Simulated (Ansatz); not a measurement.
# TiAl2: tests of the settings

The task, for TiAl2: sweep the k-point mesh.

Computed with Ansatz 0.2.0 (DFT r2SCAN, scalar-relativistic, plane waves, PAW, unless a step's input says otherwise).

1 further run of the same task is left out (for a known fault of the program).

### Step 1. The starting structure

It takes space group Cmmm (No. 65, orthorhombic). Conventional cell: a = 3.959 Å, b = 12.094 Å, c = 4.032 Å, α = 90.00°, β = 90.00°, γ = 90.00°. Ti (site symmetry m2m) is surrounded by 10 Al at 2.68 to 2.92 Å. Al (site symmetry mmm) has 4 Ti at 2.68 Å and 8 Al at 2.83 to 2.93 Å as nearest neighbours. Around Al (site symmetry m2m) lie 6 Al at 2.67 to 2.93 Å and 6 Ti at 2.84 to 2.92 Å. Al (site symmetry mmm) has 4 Ti at 2.70 Å and 8 Al at 2.83 to 2.91 Å as nearest neighbours.

Coordinates:

```cif
data_structure
_symmetry_space_group_name_H-M 'Cmmm'
_symmetry_Int_Tables_number 65
_cell_length_a 3.9591
_cell_length_b 12.0944
_cell_length_c 4.0315
_cell_angle_alpha 90.000
_cell_angle_beta 90.000
_cell_angle_gamma 90.000
_cell_volume 193.04
loop_
_atom_site_label
_atom_site_type_symbol
_atom_site_symmetry_multiplicity
_atom_site_Wyckoff_symbol
_atom_site_fract_x
_atom_site_fract_y
_atom_site_fract_z
_atom_site_occupancy
Ti1 Ti 4 i 0.50000 0.85100 0.00000 1
Al1 Al 2 a 0.00000 0.00000 0.00000 1
Al2 Al 4 j 0.50000 0.67600 0.50000 1
Al3 Al 2 c 0.50000 0.00000 0.50000 1
```

Source of the structure: the Crystallography Open Database. It is taken as it stands there.

### Step 2. The base input

File input.yaml:

```yaml
crystal:
  lattice:
    - [1.97955, -6.0472, 0.0]
    - [1.97955, 6.0472, 0.0]
    - [0.0, 0.0, 4.0315]
  atoms:
    - { symbol: Ti, position: [0.649, 0.351, 0.0] }
    - { symbol: Ti, position: [0.351, 0.649, 0.0] }
    - { symbol: Al, position: [0.0, 0.0, 0.0] }
    - { symbol: Al, position: [0.824, 0.176, 0.5] }
    - { symbol: Al, position: [0.176, 0.824, 0.5] }
    - { symbol: Al, position: [0.5, 0.5, 0.5] }
basis:
  ecutwfc: 500
kpoints:
  mp_grid: { grid: [10, 10, 10] }
hamiltonian:
  xc: r2scan
scf:
  occupations: { method: gaussian, width: 0.1 }
output:
  forces: true
  stress: true
  eigenvalues: true
  populations: true
  write_density: true
  write_potential: true
  elf: true
  volumetric_format: npy
```

Its results, from an earlier run: -1195.5176 eV/atom at zero smearing, pressure -1.82 GPa, largest force 0.968 eV/Å, no gap on the mesh, in 7 SCF cycles and 100 s.

### Step 3. K-point mesh set to 1×1×1

File input.yaml:

```yaml
crystal:
  lattice:
    - [1.97955, -6.0472, 0.0]
    - [1.97955, 6.0472, 0.0]
    - [0.0, 0.0, 4.0315]
  atoms:
    - { symbol: Ti, position: [0.649, 0.351, 0.0] }
    - { symbol: Ti, position: [0.351, 0.649, 0.0] }
    - { symbol: Al, position: [0.0, 0.0, 0.0] }
    - { symbol: Al, position: [0.824, 0.176, 0.5] }
    - { symbol: Al, position: [0.176, 0.824, 0.5] }
    - { symbol: Al, position: [0.5, 0.5, 0.5] }
basis:
  ecutwfc: 500
kpoints:
  mp_grid: { grid: [1, 1, 1] }
hamiltonian:
  xc: r2scan
scf:
  occupations: { method: gaussian, width: 0.1 }
output:
  forces: true
  stress: true
  eigenvalues: true
```

The run is started by

```sh
$ ansatz run input.yaml --threads 1 --pin off --max-ram 2560MiB --backend cpu --events-out ev --progress --plain --runs-dir out
```

### Step 4. K-point mesh set to 2×2×2

input.yaml, as its differences from that of step 3:

```diff
@@ -15,3 +15,3 @@
 kpoints:
-  mp_grid: { grid: [1, 1, 1] }
+  mp_grid: { grid: [2, 2, 2] }
 hamiltonian:
```

### Step 5. K-point mesh: 4×4×4

input.yaml, as its differences from that of step 4:

```diff
@@ -15,3 +15,3 @@
 kpoints:
-  mp_grid: { grid: [2, 2, 2] }
+  mp_grid: { grid: [4, 4, 4] }
 hamiltonian:
```

### Step 6. K-point mesh: 6×6×6

input.yaml, as its differences from that of step 5:

```diff
@@ -15,3 +15,3 @@
 kpoints:
-  mp_grid: { grid: [4, 4, 4] }
+  mp_grid: { grid: [6, 6, 6] }
 hamiltonian:
```

### Step 7. K-point mesh: 8×8×6

input.yaml, as its differences from that of step 6:

```diff
@@ -15,3 +15,3 @@
 kpoints:
-  mp_grid: { grid: [6, 6, 6] }
+  mp_grid: { grid: [8, 8, 6] }
 hamiltonian:
```

### Step 8. K-point mesh: 8×8×8

input.yaml, as its differences from that of step 7:

```diff
@@ -15,3 +15,3 @@
 kpoints:
-  mp_grid: { grid: [8, 8, 6] }
+  mp_grid: { grid: [8, 8, 8] }
 hamiltonian:
```

### Step 9. K-point mesh: 10×10×8

input.yaml, as its differences from that of step 8:

```diff
@@ -15,3 +15,3 @@
 kpoints:
-  mp_grid: { grid: [8, 8, 8] }
+  mp_grid: { grid: [10, 10, 8] }
 hamiltonian:
```

### Step 10. K-point mesh set to 12×12×12

input.yaml, as its differences from that of step 9:

```diff
@@ -15,3 +15,3 @@
 kpoints:
-  mp_grid: { grid: [10, 10, 8] }
+  mp_grid: { grid: [12, 12, 12] }
 hamiltonian:
@@ -24 +24,5 @@
   eigenvalues: true
+  write_density: true
+  write_potential: true
+  elf: true
+  volumetric_format: npy
```

### Step 11. K-point mesh set to 14×14×14

input.yaml, as its differences from that of step 10:

```diff
@@ -15,3 +15,3 @@
 kpoints:
-  mp_grid: { grid: [12, 12, 12] }
+  mp_grid: { grid: [14, 14, 14] }
 hamiltonian:
```

### Step 12. K-point mesh: 16×16×16

input.yaml, as its differences from that of step 11:

```diff
@@ -15,3 +15,3 @@
 kpoints:
-  mp_grid: { grid: [14, 14, 14] }
+  mp_grid: { grid: [16, 16, 16] }
 hamiltonian:
@@ -24,5 +24 @@
   eigenvalues: true
-  write_density: true
-  write_potential: true
-  elf: true
-  volumetric_format: npy
```

(Steps that only read results are left out.)

What results come out of these runs, taken together?

**Answer**, as computed:

| quantity | value |
| --- | --- |
| k-point mesh: within 10 and 1 meV/atom of 16×16×16 from | 4×4×4 for 10; 8×8×8 for 1 |

What this shows: For the k-point mesh, the energy stays within 1 meV/atom of the reference from 8×8×8 on, at about 0.15 of the reference's time. The reference is only the best run made, not a proven limit. The gaps on the coarsest meshes are artefacts of sampling: the crystal is a metal on the dense ones. The error changes sign along the series, since a k mesh isn't variational, and a metal needs dense meshes to resolve its Fermi surface. Forces stay within 0.01 eV/Å of the reference from 10×10×8 on. The listed cell is far from this method's equilibrium (-1.8 GPa, forces up to 0.97 eV/Å), so its values are not those of the relaxed crystal.
